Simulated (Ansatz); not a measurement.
Computed with Ansatz, not measured. Plane-wave DFT: an element X is put into a periodic supercell of the crystal below and the atoms relax. X is one of the candidates, and is told by the neutral defect's formation energy over the elements (uncorrected), its moments where the run had spin, and its relaxed neighbours, eight at most.

```
cell
1.0
     0.0000    2.7350    2.7350
     2.7350    0.0000    2.7350
     2.7350    2.7350    0.0000
Si
2
Direct
  0.2500 0.2500 0.2500
  0.0000 0.0000 0.0000
```

| quantity | value |
| --- | --- |
| host atoms in supercell | 54 |
| functional | PBE |
| wave cutoff | 420 eV |
| k mesh | 2, 2, 2 |
| k shift | 0, 0, 0 mesh steps |
| gaussian smearing | 0.02 eV |
| start displacement | 0 angstrom |
| electrons started on | no chosen atoms |
| candidate elements | C, Na, Mg, Al, Sr, Hf |
| found formation energy | 1.821 eV |
| found largest move from host sites | 0.313 angstrom |

```json
{"supercell vector": "A", "supercell times a (host cell vectors)": "0", "supercell times b (host cell vectors)": "-3", "supercell times c (host cell vectors)": "3"}
{"supercell vector": "B", "supercell times a (host cell vectors)": "0", "supercell times b (host cell vectors)": "0", "supercell times c (host cell vectors)": "3"}
{"supercell vector": "C", "supercell times a (host cell vectors)": "-3", "supercell times b (host cell vectors)": "0", "supercell times c (host cell vectors)": "3"}
```

| change element | change kind | change place a (host cell vectors) | change place b (host cell vectors) | change place c (host cell vectors) |
| --- | --- | --- | --- | --- |
| X | on Si | -1.75 | -1.75 | 4.25 |

| found neighbour element | found neighbour distance (angstrom) |
| --- | --- |
| Si | 2.056 |
| Si | 2.056 |
| Si | 2.056 |
| Si | 2.056 |

Q: Which element is X?

A: C.

Caveats: the atoms kept the symmetry of the start, so a distorted state could lie lower; the supercell is small.
